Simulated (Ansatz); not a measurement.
Levels at Γ against strain in SiC

```yaml
crystal:
  lattice:
    - [3.07600, 0.00000, 0.00000]
    - [-1.53800, 2.66389, 0.00000]
    - [0.00000, 0.00000, 5.04800]
  atoms:
    - { symbol: Si, position: [0.33333, 0.66667, 0.00000] }
    - { symbol: Si, position: [0.66667, 0.33333, 0.50000] }
    - { symbol: C, position: [0.33333, 0.66667, 0.38500] }
    - { symbol: C, position: [0.66667, 0.33333, 0.88500] }
```

Atom numbers follow the list: Si1, Si2, C3, C4.

The cell comes from COD entry 9008875, which wasn't checked; take it as a given geometry.

These are results of DFT, PBEsol, all-electron LAPW, scalar-relativistic in Ansatz 0.2.0, not measurements.

Numerical set-up: a Γ-centred 15×15×8 k mesh, Fermi–Dirac smearing of 0.08 eV, basis error target 1 meV/atom, no spin polarisation.

The cell is scaled evenly. Fractional coordinates are held (clamped ions).

Only quantities that a quadratic follows smoothly over the whole series are listed; rougher ones are left out.

```tsv
ln(V/Vcell)	direct gap at Γ (eV)	smallest gap on mesh and path (eV)
-0.0619	5.110	2.055
-0.0408	4.922	2.095
-0.0202	4.739	2.134
0.0000	4.563	2.170
0.0100	4.477	2.188
0.0198	4.392	2.206
0.0392	4.227	2.240
0.0583	4.066	2.273
```

(1) Fit the series and give the slopes at zero strain.

(2) One run, at ln(V/Vcell) = -0.0101, is withheld. Predict its row.

Results:

(1) Least-squares fits y = p0 + p1 x + p2 x² to the rows give direct gap at Γ (eV): p1 = -8.68, p2 = 2.6; smallest gap on mesh and path (eV): p1 = 1.81, p2 = -0.84. So dEg/dln V = -8.7 eV for the direct gap at Γ, which isn't the fundamental gap here: that one has dEg/dln V = 1.8 eV. Semilocal gaps are too small, but their slopes carry over better.

(2) The fits give 4.651, 2.152; the run gave 4.650, 2.152.
